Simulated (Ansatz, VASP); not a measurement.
# Two plane-wave programs on AlN

File INCAR:

```
PREC = Accurate
ENCUT = 520
EDIFF = 1E-7
ISMEAR = -1
SIGMA = 0.05
LREAL = False
LASPH = True
NELM = 60
ALGO = Normal
ISIF = 2
LWAVE = False
LCHARG = False
GGA = VW
NBANDS = 16
```

File KPOINTS:

```
Automatic mesh
0
Gamma
  10 10 6
```

POSCAR

```
AlN
1.0
    3.1336164949      0.0000000000      0.0000000000
   -1.5668082474      2.7137914903      0.0000000000
    0.0000000000      0.0000000000      5.0139877163
Al N
2 2
Direct
    0.6666666667      0.3333333333      0.5000000000
    0.3333333333      0.6666666667      0.0000000000
    0.6666666667      0.3333333333      0.8800000000
    0.3333333333      0.6666666667      0.3800000000
```

File input.yaml:

```yaml
crystal:
  lattice:
    - [3.1336164949, 0.0, 0.0]
    - [-1.5668082474, 2.7137914903, 0.0]
    - [0.0, 0.0, 5.0139877163]
  atoms:
    - { symbol: Al, position: [0.6666666667, 0.3333333333, 0.5] }
    - { symbol: Al, position: [0.3333333333, 0.6666666667, 0.0] }
    - { symbol: "N", position: [0.6666666667, 0.3333333333, 0.88] }
    - { symbol: "N", position: [0.3333333333, 0.6666666667, 0.38] }
hamiltonian:
  xc: { exchange: slater, correlation: vwn5 }
  pseudopotentials: { kind: paw }
kpoints:
  mp_grid: { grid: [10, 10, 6] }
scf:
  occupations: { method: fermi_dirac, width: 0.05 }
output:
  forces: true
  stress: true
  eigenvalues: true
```

Alike in both runs: task single point; functional SVWN5; k mesh 10 × 10 × 6; occupations fermi-dirac, width 0.05 eV; no spin polarisation.

|  | VASP | Ansatz |
| --- | --- | --- |
| version | VASP 6.6.1 | Ansatz 0.2.0 |
| potentials or method | VASP PAW PBE potentials, release 64 (Al, N) | Ansatz PAW |
| plane-wave cutoff (eV) | 520 | 420 |
| valence electrons in the cell | 16 | 16 |

|  | VASP | Ansatz | Ansatz less VASP |
| --- | --- | --- | --- |
| gap on the k mesh at the Fermi level (eV) | 4.06 | 4.07 | +0.004 |
| least direct gap on the mesh (eV) | 4.06 | 4.07 | +0.004 |
| pressure (GPa) | -7.7 | -8.4 | -0.75 |
| largest component of the traceless stress (GPa) | 1.19 | 1.18 | -0.011 |
| rms of the force components (eV/Å) | 0.061 | 0.059 | -0.0021 |

Atom by atom the forces differ by 0.002 eV/Å (rms over components).

Caveats: the PAW data sets were made with another functional, which shifts forces and pressure a little (VASP); the pressure holds a Pulay correction of +0.6 GPa for the finite cutoff (Ansatz); the PAW data sets come from PBE, with cores solved anew for the run's functional, which leaves a small shift of forces and pressure (Ansatz). A k mesh can miss the band edges.
